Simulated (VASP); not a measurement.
A run of VASP 6.6.1 is set up as follows.

File POSCAR:

```
PbF2
1.0
    0.0000000000      2.9462119400      2.9462119400
    2.9462119400      0.0000000000      2.9462119400
    2.9462119400      2.9462119400      0.0000000000
  Pb              F
     1     2
Direct
     0.0000000000000000    0.0000000000000000    0.0000000000000000
     0.2500000000000000    0.2500000000000000    0.2500000000000000
     0.7500000000000000    0.7500000000000000    0.7500000000000000
```

File INCAR.step1:

```
SYSTEM = PbF2
  PREC = Accurate
  ENCUT = 600
  EDIFF = 1E-8
  ISMEAR = 0
  SIGMA = 0.03
  LREAL = .FALSE.
  LASPH = .TRUE.
  NELM = 80
  ALGO = Normal
  ISIF = 3
  LWAVE = .FALSE.
  LCHARG = .FALSE.
  GGA = PS
  KPAR = 2
  IBRION = 2
  NSW = 40
  EDIFFG = -0.002
```

The input INCAR.step2:

```
SYSTEM = PbF2
  PREC = Accurate
  ENCUT = 600
  EDIFF = 1E-8
  ISMEAR = 0
  SIGMA = 0.03
  LREAL = .FALSE.
  LASPH = .TRUE.
  NELM = 80
  ALGO = Normal
  ISIF = 2
  LWAVE = .FALSE.
  LCHARG = .FALSE.
  GGA = PS
  KPAR = 2
  IBRION = 6
  NFREE = 2
  POTIM = 0.015
  NSW = 1
```

The input KPOINTS:

```
regular mesh
0
G
  8 8 8
  0 0 0
```

Potentials or basis: VASP PAW PBE potentials, release 64 (Pb_d, F).

The run is started by

```bash
$ cat potpaw_PBE.64/Pb_d/POTCAR potpaw_PBE.64/F/POTCAR > POTCAR
$ cp INCAR.step1 INCAR
$ mpirun -np 2 vasp_std > vasp.out
$ cp CONTCAR POSCAR
$ cp INCAR.step2 INCAR
$ mpirun -np 2 vasp_std > vasp.out
```

(1) What does it give for the highest phonon frequency at Γ, LO-TO splitting left out?

Answers

(1) 251 cm⁻¹.
